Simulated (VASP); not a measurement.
Write the native input for VASP 6.6.1 that does the following.

```
Task                   : relaxation of cell and atoms
Functional             : r2SCAN
Potentials or basis    : VASP PAW PBE potentials, release 64 (Au, Cu)
Cutoff                 : 600 eV
k mesh                 : 6 × 6 × 6
Occupations            : fermi-dirac, width 0.05 eV
Spin                   : no spin polarisation
Ladder                 : gaps
Further INCAR settings : ALGO = Normal; EDIFF = 1e-07; IBRION = 2; EDIFFG = -0.01; NSW = 40; ISIF = 3
```

The structure of CuAu3 lies in POSCAR:

```
CuAu3
1.0
    3.9800000000      0.0000000000      0.0000000000
    0.0000000000      3.9800000000      0.0000000000
    0.0000000000      0.0000000000      3.9800000000
Au Cu
3 1
Direct
    0.5000000000      0.5000000000      0.0000000000
    0.5000000000      0.0000000000      0.5000000000
    0.0000000000      0.5000000000      0.5000000000
    0.0000000000      0.0000000000      0.0000000000
```

The input as run:

INCAR

```
  ALGO = Normal
  EDIFF = 1E-7
  EDIFFG = -0.01
  ENCUT = 600
  IBRION = 2
  ISIF = 3
  ISMEAR = -1
  KPAR = 2
  LASPH = True
  LCHARG = False
  LMIXTAU = True
  LREAL = False
  LWAVE = False
  METAGGA = R2SCAN
  NELM = 60
  NSW = 40
  PREC = Accurate
  SIGMA = 0.05
```

KPOINTS

```
k-points
0
Gamma
  6 6 6
```

Potentials or basis: VASP PAW PBE potentials, release 64 (Au, Cu).

Command:

```console
$ cat potpaw_PBE.64/Au/POTCAR potpaw_PBE.64/Cu/POTCAR > POTCAR
$ mpirun -np 2 vasp_std > vasp.out
```

It gave:

```json
{
  "Relaxed volume": "16.15 Å³/atom",
  "Relaxed cell": "a = 4.013 Å, b = 4.013 Å, c = 4.013 Å, α = 90.00°, β = 90.00°, γ = 90.00°",
  "Space group after relaxing (to 0.05 Å)": "Pm-3m (No. 221)",
  "Energy gained by relaxing": "4.9 meV/atom",
  "Ionic steps": "3",
  "Pressure after relaxing": "0.0 GPa",
  "Band gap on the k mesh": "none (metal or under the smearing width)"
}
```

Caveat: the PAW data sets were made with another functional, which shifts forces and pressure a little.

Run time: 110 s on 2 MPI ranks on Intel(R) Xeon(R) Platinum 8488C (Sapphire Rapids), with other jobs on the host, peak memory 0.2 GiB a rank.
